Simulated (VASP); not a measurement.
# C (Pm-3m) in VASP: further runs

Runs on C. Level: PBE. Tasks: single point, relaxation of cell and atoms.

All numbers are computed with VASP 6.6.1; they aren't measurements. Logs are shortened: lines on timing, memory, paths and dates and some standing lists are left out, and cuts for length are marked.

### 1 The cell of the first run

Symmetry: Pm-3m, No. 221, cubic system. The conventional cell has a = 2.620 Å, b = 2.620 Å, c = 2.620 Å, α = 90.00°, β = 90.00°, γ = 90.00°. C (site symmetry 4/mmm) is surrounded by 8 C at 1.85 Å.

The cell was built by a generator and needn't be a form met in nature.

### 2 Single point, PBE (random cell by space group and Wyckoff sites (Pm-3m, No. 221))

Input file INCAR:

```
SYSTEM = C
ALGO = Normal
EDIFF = 1E-6
ENCUT = 520
GGA = PE
ISIF = 2
ISMEAR = 0
LASPH = .True.
LCHARG = .False.
LREAL = .False.
LWAVE = .False.
NBANDS = 13
NELM = 100
PREC = Accurate
SIGMA = 0.1
```

Input file KPOINTS:

```
k-points
0
Gamma
  18 18 18
  0 0 0
```

Input file POSCAR:

```
C
1.0
    2.6197199105      0.0000000000      0.0000000000
    0.0000000000      2.6197199105      0.0000000000
    0.0000000000      0.0000000000      2.6197199105
C
3
Direct
    0.0000000000      0.5000000000      0.5000000000
    0.5000000000      0.0000000000      0.5000000000
    0.5000000000      0.5000000000      0.0000000000
```

Potentials or basis: VASP PAW PBE potentials, release 64 (C).

Run with:

```bash
$ cat potpaw_PBE.64/C/POTCAR > POTCAR
$ mpirun -np 1 vasp_std > vasp.out
```

OUTCAR:

```text
SYSTEM = C
   EDIFF = 1E-6
   ENCUT = 520
   GGA = PE
   ISIF = 2
   ISMEAR = 0
   LASPH = .True.
   LREAL = .False.
   NELM = 100
   PREC = Accurate

 ion  position               nearest neighbor table
   1  0.000  0.500  0.500-   2 1.85   3 1.85   3 1.85   2 1.85   2 1.85   3 1.85   3 1.85   2 1.85

   2  0.500  0.000  0.500-   1 1.85   3 1.85   3 1.85   1 1.85   3 1.85   3 1.85   1 1.85   1 1.85

   3  0.500  0.500  0.000-   1 1.85   2 1.85   1 1.85   2 1.85   2 1.85   2 1.85   1 1.85   1 1.85

  LATTYP: Found a simple cubic cell.
 ALAT       =     2.6197199105

  Lattice vectors:

 A1 = (   2.6197199105,   0.0000000000,   0.0000000000)
 A2 = (   0.0000000000,   2.6197199105,   0.0000000000)
 A3 = (   0.0000000000,   0.0000000000,   2.6197199105)

Analysis of symmetry for initial positions (statically):
=====================================================================
 Subroutine PRICEL returns:
 Original cell was already a primitive cell.

 Routine SETGRP: Setting up the symmetry group for a
 simple cubic supercell.

 Subroutine GETGRP returns: Found 48 space group operations
 (whereof 48 operations were pure point group operations)
 out of a pool of 48 trial point group operations.

The static configuration has the point symmetry O_h .

Analysis of symmetry for dynamics (positions and initial velocities):
=====================================================================
 Subroutine PRICEL returns:
 Original cell was already a primitive cell.

 Routine SETGRP: Setting up the symmetry group for a
 simple cubic supercell.

 Subroutine GETGRP returns: Found 48 space group operations
 (whereof 48 operations were pure point group operations)
 out of a pool of 48 trial point group operations.

The dynamic configuration has the point symmetry O_h .

 Subroutine INISYM returns: Found 48 space group operations
 (whereof 48 operations are pure point group operations),
 and found     1 'primitive' translations

----------------------------------------------------------------------------------------

                                     Primitive cell

  volume of cell :      17.9790

  direct lattice vectors                    reciprocal lattice vectors
     2.619719911  0.000000000  0.000000000     0.381720197  0.000000000  0.000000000
     0.000000000  2.619719911  0.000000000     0.000000000  0.381720197  0.000000000
     0.000000000  0.000000000  2.619719911     0.000000000  0.000000000  0.381720197

  length of vectors
     2.619719911  2.619719911  2.619719911     0.381720197  0.381720197  0.381720197

  position of ions in fractional coordinates (direct lattice)
     0.000000000  0.500000000  0.500000000
     0.500000000  0.000000000  0.500000000
     0.500000000  0.500000000  0.000000000

  ion indices of the primitive-cell ions
   primitive index   ion index
                 1           1
                 2           2
                 3           3

----------------------------------------------------------------------------------------

 KPOINTS: k-points

Automatic generation of k-mesh.
 Grid dimensions read from file:
 generate k-points for:   18   18   18

 Generating k-lattice:

  Cartesian coordinates                     Fractional coordinates (reciprocal lattice)
     0.021206678  0.000000000  0.000000000     0.055555556  0.000000000  0.000000000
     0.000000000  0.021206678  0.000000000     0.000000000  0.055555556  0.000000000
     0.000000000  0.000000000  0.021206678     0.000000000  0.000000000  0.055555556

  Length of vectors
     0.021206678  0.021206678  0.021206678

  Shift w.r.t. Gamma in fractional coordinates (k-lattice)
     0.000000000  0.000000000  0.000000000

 Subroutine IBZKPT returns following result:
 ===========================================

 Found    220 irreducible k-points:

 Following reciprocal coordinates:
            Coordinates               Weight
  0.000000  0.000000  0.000000      1.000000
  0.055556  0.000000  0.000000      6.000000
  0.111111  0.000000  0.000000      6.000000
  0.166667  0.000000  0.000000      6.000000
  0.222222  0.000000  0.000000      6.000000
  0.277778  0.000000  0.000000      6.000000
[... 16 lines left out ...]
  0.277778  0.111111  0.000000     24.000000
  0.333333  0.111111  0.000000     24.000000
 [... further k-points ...]
   k-points           NKPTS =    220   k-points in BZ     NKDIM =    220   number of bands    NBANDS=     13
   number of dos      NEDOS =    301   number of ions     NIONS =      3
   total plane-waves  NPLWV =   8000
   dimension x,y,z NGX =    20 NGY =   20 NGZ =   20
   dimension x,y,z NGXF=    40 NGYF=   40 NGZF=   40
   ions per type =               3
   NGX,Y,Z   is equivalent  to a cutoff of  12.69, 12.69, 12.69 a.u.
   NGXF,Y,Z  is equivalent  to a cutoff of  25.38, 25.38, 25.38 a.u.
 SYSTEM =  C
   PREC   = accura    normal or accurate (medium, high low for compatibility)
   ISTART =      0    job   : 0-new  1-cont  2-samecut
   ICHARG =      2    charge: 1-file 2-atom 10-const
   ISPIN  =      1    spin polarized calculation?
   LNONCOLLINEAR =      F non collinear calculations
   LSORBIT =      F    spin-orbit coupling
   LASPH  =      T    aspherical Exc in radial PAW
   ENCUT  =  520.0 eV  38.22 Ry    6.18 a.u.   4.87  4.87  4.87*2*pi/ulx,y,z
   NELM   =    100;   NELMIN=  2; NELMDL= -5     # of ELM steps
   EDIFF  = 0.1E-05   stopping-criterion for ELM
   LREAL  =      F    real-space projection
   EDIFFG = 0.1E-04   stopping-criterion for IOM
   NSW    =      0    number of steps for IOM
   IBRION =     -1    ionic relax: 0-MD 1-quasi-New 2-CG
   NFREE  =      0    steps in history (QN), initial steepest desc. (CG)
   ISIF   =      2    stress and relaxation
   ISYM   =      2    0-nonsym 1-usesym 2-fastsym
   POTIM  = 0.5000    time-step for ionic-motion
   TEBEG  =    0.0;   TEEND  =   0.0 temperature during run
   PSTRESS=    0.0 pullay stress
   NELECT =      12.0000    total number of electrons
   NUPDOWN=      -1.0000    fix difference up-down
   EMIN   =  10.00;   EMAX   =-10.00  energy-range for DOS
   EFERMI =   0.00;   METHOD = LEGACY
   ISMEAR =     0;   SIGMA  =   0.10  broadening in eV -4-tet -1-fermi 0-gaus
   EFERMI_NEDOS =   21; number of points for ismear=-14 and -15
   IALGO  =     38    algorithm
   IMIX   =      4    mixing-type and parameters
     AMIX     =   0.40;   BMIX     =  1.00
     AMIX_MAG =   1.60;   BMIX_MAG =  1.00
  volume/ion in A,a.u.               =       5.99        40.44
  Fermi-wavevector in a.u.,A,eV,Ry     =   1.430695  2.703621 27.849604  2.046888
  Thomas-Fermi vector in A             =   2.550512
   LORBIT       =      0    0 simple, 1 ext, 2 COOP (PROOUT), +10 PAW based schemes
   GGA     = PE    functional components
   LHFCALC =     F    Hartree Fock is set to
   AEXX    =    0.0000 exact exchange contribution
   IVDW    =     0    specifies the selected vdW correction
   LEPSILON=     F    determine dielectric tensor
   LRPA    =     F    only Hartree local field effects (RPA)
 non-spin polarized calculation
 Gauss-broadening in eV      SIGMA  =   0.10
  energy-cutoff  :      520.00
  volume of cell :       17.98
 maximum number of plane-waves:       500
 NGX is ok and might be reduce to    20
   NGX =  9   NGY =  9   NGZ =  9

 number of electron      11.9999998 magnetization

 Free energy of the ion-electron system (eV)
  ---------------------------------------------------
  ext. energy  EPLUGINS =         0.00000000
  ---------------------------------------------------
  free energy    TOTEN  =       -16.74502489 eV

  energy without entropy =      -16.74057292  energy(sigma->0) =      -16.74279890

 E-fermi :  10.8062     XC(G=0): -13.3599

 val. band max:       10.7823614591   @ k =   0.3889   0.3333   0.1667
 cond. band min:      10.8483770024   @ k =   0.4444   0.0556   0.0556
 fundamental gap:      0.0660155432
 Fermi energy:        10.8061686256

 k-point     1 :       0.0000    0.0000    0.0000
  band No.  band energies     occupation
      1     -11.8780      2.00000
      2       2.9408      2.00000
      3       2.9408      2.00000
      4       2.9408      2.00000
      5       7.9797      2.00000
      6       7.9797      2.00000
      7      15.2072      0.00000
      8      15.2072      0.00000
      9      15.2072      0.00000
     10      16.5726      0.00000
     11      20.0567      0.00000
     12      20.0567      0.00000
     13      20.0567      0.00000

 k-point     2 :       0.0556    0.0000    0.0000
  band No.  band energies     occupation
      1     -11.8255      2.00000
      2       2.4925      2.00000
      3       2.9929      2.00000
      4       2.9929      2.00000
      5       8.0151      2.00000
      6       8.3611      2.00000
      7      15.1106      0.00000
      8      15.1118      0.00000
      9      15.1118      0.00000
     10      16.7650      0.00000
     11      19.9271      0.00000
     12      19.9271      0.00000
     13      19.9826      0.00000

 k-point     3 :       0.1111    0.0000    0.0000
  band No.  band energies     occupation
      1     -11.6683      2.00000
      2       1.4448      2.00000
      3       3.1481      2.00000
      4       3.1481      2.00000
      5       8.1211      2.00000
      6       9.1987      2.00000
      7      14.8123      0.00000
      8      14.8123      0.00000
      9      14.8329      0.00000
     10      17.3427      0.00000
     11      19.6126      0.00000
     12      19.6126      0.00000
     13      19.7763      0.00000
[... 305 lines left out ...]
 k-point    23 :       0.2778    0.1111    0.0000
  band No.  band energies     occupation
      1     -10.3851      2.00000
      2      -2.2289      2.00000
      3       2.6753      2.00000
      4       4.3875      2.00000
      5       9.4273      2.00000
      6      10.9593      0.03037
      7      12.5034      0.00000
      8      12.7201      0.00000
      9      14.5447      0.00000
     10      17.9981      0.00000
     11      18.0738      0.00000
     12      19.3821      0.00000
     13      21.8621      0.00000

 k-point    24 :       0.3333    0.1111    0.0000
  band No.  band energies     occupation
      1      -9.8515      2.00000
      2      -3.4310      2.00000
      3       3.1595      2.00000
      4       4.8698      2.00000
      5       9.2399      2.00000
      6      10.5460      1.99977
      7      11.8694      0.00000
      8      13.1371      0.00000
      9      14.0258      0.00000
     10      17.8958      0.00000
     11      17.9790      0.00000
     12      19.0227      0.00000
     13      23.5418      0.00000

 [... further k-points ...]
[... 5 lines left out ...]
  --------------------------------------------------------------------------------------
  -------------------------------------------------------------------------------------
  Total       -0.0218221     -0.0218221     -0.0218221      0.0000000      0.0000000      0.0000000
  in kB       -1.9446518     -1.9446518     -1.9446518      0.0000000      0.0000000      0.0000000
  external PRESSURE =      -1.9446518 kB  Pullay stress =       0.0000000 kB

 VOLUME and BASIS-vectors are now :
 -----------------------------------------------------------------------------
  energy-cutoff  :      520.00
  volume of cell :       17.98
      direct lattice vectors                 reciprocal lattice vectors
     2.619719911  0.000000000  0.000000000     0.381720197  0.000000000  0.000000000
     0.000000000  2.619719911  0.000000000     0.000000000  0.381720197  0.000000000
     0.000000000  0.000000000  2.619719911     0.000000000  0.000000000  0.381720197

 POSITION                                       TOTAL-FORCE (eV/Angst)
 -----------------------------------------------------------------------------------
      0.00000      1.30986      1.30986         0.000000      0.000000      0.000000
      1.30986      0.00000      1.30986         0.000000      0.000000      0.000000
      1.30986      1.30986      0.00000         0.000000      0.000000      0.000000
 -----------------------------------------------------------------------------------
    total drift:                                0.000000      0.000000      0.000000

  FREE ENERGIE OF THE ION-ELECTRON SYSTEM (eV)
  ---------------------------------------------------
  free  energy   TOTEN  =       -16.7450248868 eV

  energy  without entropy=      -16.7405729230  energy(sigma->0) =      -16.74279890
```

Wall time 18 s (1 thread of Intel Xeon Platinum 8488C (Sapphire Rapids), shared host); peak memory 0.15 GiB.

Results:

* Free energy: -16.7450 eV
* Pressure: -0.2 GPa
* Band gap on the k mesh: none (metal or under the smearing width)

### 3 Relaxation of cell and atoms, PBE (random cell by space group and Wyckoff sites (Pm-3m, No. 221))

Input file INCAR:

```
PREC = Accurate ; ENCUT = 600
EDIFF = 1E-6 ; ISMEAR = 0
SIGMA = 0.1 ; LREAL = F
LASPH = T ; NELM = 100
ALGO = Normal ; ISIF = 3
LWAVE = F ; LCHARG = F
GGA = PE ; IBRION = 2
NSW = 100 ; EDIFFG = -0.01
```

Input file KPOINTS:

```
Automatic mesh
0
Gamma
  18 18 18
```

Input file POSCAR:

```
C
1.0
    2.6577115806      0.0000000000      0.0000000000
    0.0000000000      2.6577115806      0.0000000000
    0.0000000000      0.0000000000      2.6577115806
C
3
Direct
    0.0000000000      0.5000000000      0.5000000000
    0.5000000000      0.0000000000      0.5000000000
    0.5000000000      0.5000000000      0.0000000000
```

Potentials or basis: VASP PAW PBE potentials, release 64 (C).

Run with:

```bash
$ cat potpaw_PBE.64/C/POTCAR > POTCAR
$ mpirun -np 1 vasp_std > vasp.out
```

OUTCAR:

```text
PREC = Accurate
   ENCUT = 600
   EDIFF = 1E-6
   ISMEAR = 0
   LREAL = F
   LASPH = T
   NELM = 100
   ISIF = 3
   GGA = PE
   IBRION = 2
   NSW = 100
   EDIFFG = -0.01

 ion  position               nearest neighbor table
   1  0.000  0.500  0.500-   2 1.88   3 1.88   3 1.88   2 1.88   2 1.88   3 1.88   3 1.88   2 1.88

   2  0.500  0.000  0.500-   1 1.88   3 1.88   3 1.88   1 1.88   3 1.88   3 1.88   1 1.88   1 1.88

   3  0.500  0.500  0.000-   1 1.88   2 1.88   1 1.88   2 1.88   2 1.88   2 1.88   1 1.88   1 1.88

  LATTYP: Found a simple cubic cell.
 ALAT       =     2.6577115806

  Lattice vectors:

 A1 = (   2.6577115806,   0.0000000000,   0.0000000000)
 A2 = (   0.0000000000,   2.6577115806,   0.0000000000)
 A3 = (   0.0000000000,   0.0000000000,   2.6577115806)

Analysis of symmetry for initial positions (statically):
=====================================================================
 Subroutine PRICEL returns:
 Original cell was already a primitive cell.

 Routine SETGRP: Setting up the symmetry group for a
 simple cubic supercell.

 Subroutine GETGRP returns: Found 48 space group operations
 (whereof 48 operations were pure point group operations)
 out of a pool of 48 trial point group operations.

[... 175 lines left out ...]
  Total       -0.7608780     -0.7608780     -0.7608780      0.0000000      0.0000000      0.0000000
  in kB      -64.9384683    -64.9384683    -64.9384683      0.0000000      0.0000000      0.0000000
  external PRESSURE =     -64.9384683 kB  Pullay stress =       0.0000000 kB
[... 61 lines left out ...]
--------------------------------------- Ionic step        3  -------------------------------------------

 number of electron      11.9999999 magnetization

 Free energy of the ion-electron system (eV)
  ---------------------------------------------------
  ext. energy  EPLUGINS =         0.00000000
  ---------------------------------------------------
  free energy    TOTEN  =       -16.74968664 eV

  energy without entropy =      -16.74529666  energy(sigma->0) =      -16.74749165

 E-fermi :  10.8634     XC(G=0): -13.3756

 val. band max:       10.8506833749   @ k =   0.3333   0.1111   0.0556
 cond. band min:      10.9045463413   @ k =   0.4444   0.2778   0.0000
 fundamental gap:      0.0538629664
 Fermi energy:        10.8633962829

 k-point     1 :       0.0000    0.0000    0.0000
  band No.  band energies     occupation
      1     -11.8784      2.00000
      2       2.9639      2.00000
      3       2.9639      2.00000
      4       2.9639      2.00000
      5       8.0426      2.00000
      6       8.0426      2.00000
      7      15.2686      0.00000
      8      15.2686      0.00000
      9      15.2686      0.00000
     10      16.6107      0.00000
[... 287 lines left out ...]
 k-point    24 :       0.3333    0.1111    0.0000
  band No.  band energies     occupation
      1      -9.8474      2.00000
      2      -3.4154      2.00000
      3       3.1871      2.00000
      4       4.8981      2.00000
      5       9.2818      2.00000
      6      10.6144      1.99957
      7      11.9177      0.00000
      8      13.1951      0.00000
      9      14.0861      0.00000
     10      17.9686      0.00000

 [... further k-points ...]
[... 5 lines left out ...]
  --------------------------------------------------------------------------------------
  -------------------------------------------------------------------------------------
  Total       -0.0093781     -0.0093781     -0.0093781      0.0000000      0.0000000      0.0000000
  in kB       -0.8384145     -0.8384145     -0.8384145      0.0000000      0.0000000      0.0000000
  external PRESSURE =      -0.8384145 kB  Pullay stress =       0.0000000 kB
[... 18 lines left out ...]
  FREE ENERGIE OF THE ION-ELECTRON SYSTEM (eV)
  ---------------------------------------------------
  free  energy   TOTEN  =       -16.7496866351 eV

  energy  without entropy=      -16.7452966562  energy(sigma->0) =      -16.74749165

 reached required accuracy - stopping structural energy minimisation
```

CONTCAR:

```text
C
   1.00000000000000
     2.6169104963952559    0.0000000000000000    0.0000000000000000
     0.0000000000000000    2.6169104963952559    0.0000000000000000
     0.0000000000000000    0.0000000000000000    2.6169104963952559
  C
     3
Direct
     0.0000000000000000    0.5000000000000000    0.5000000000000000
     0.5000000000000000    0.0000000000000000    0.5000000000000000
     0.5000000000000000    0.5000000000000000    0.0000000000000000

  0.00000000E+00  0.00000000E+00  0.00000000E+00
  0.00000000E+00  0.00000000E+00  0.00000000E+00
  0.00000000E+00  0.00000000E+00  0.00000000E+00
```

It took 34 s on 1 thread of Intel Xeon Platinum 8488C (Sapphire Rapids), shared host; peak memory 0.16 GiB.

Results:

- Free energy: -16.7497 eV
- Relaxed volume: 5.97 Å³/atom
- Relaxed cell: a = 2.617 Å, b = 2.617 Å, c = 2.617 Å, α = 90.00°, β = 90.00°, γ = 90.00°
- Space group after relaxing (to 0.05 Å): Pm-3m (No. 221)
- Energy gained by relaxing: 6.2 meV/atom
- Ionic steps: 3
- Pressure after relaxing: -0.1 GPa
- Band gap on the k mesh: none (metal or under the smearing width)

The path:
```
step  energy change (eV)  largest force (eV/Å)  pressure (GPa)  volume (Å³)
   1              0.0000                0.0000           -6.49        18.77
   2             -0.0178                0.0000           -1.58        18.09
   3             -0.0187                0.0000           -0.08        17.92
```

Final structure:
```
C
1.0
     2.61691    0.00000    0.00000
     0.00000    2.61691    0.00000
     0.00000    0.00000    2.61691
C
3
Direct
  0.00000 0.50000 0.50000
  0.50000 0.00000 0.50000
  0.50000 0.50000 0.00000
```

Levels at points of the mesh, in eV from the Fermi level:
```csv
k point,band 3,band 4,band 5,band 6,band 7,band 8,band 9,band 10
"(0.00, 0.00, 0.00)",-7.90,-7.90,-2.82,-2.82,4.41,4.41,4.41,5.75
"(0.50, 0.00, 0.00)",-5.14,-5.14,-0.68,-0.68,-0.24,0.12,2.32,6.19
"(0.50, 0.50, 0.00)",-13.66,-10.46,-1.17,0.20,0.20,2.38,4.63,4.63
"(0.50, 0.50, 0.50)",-9.72,-9.72,-9.13,-9.13,-9.13,4.72,10.35,10.35
```

[end of part 1 of 2]
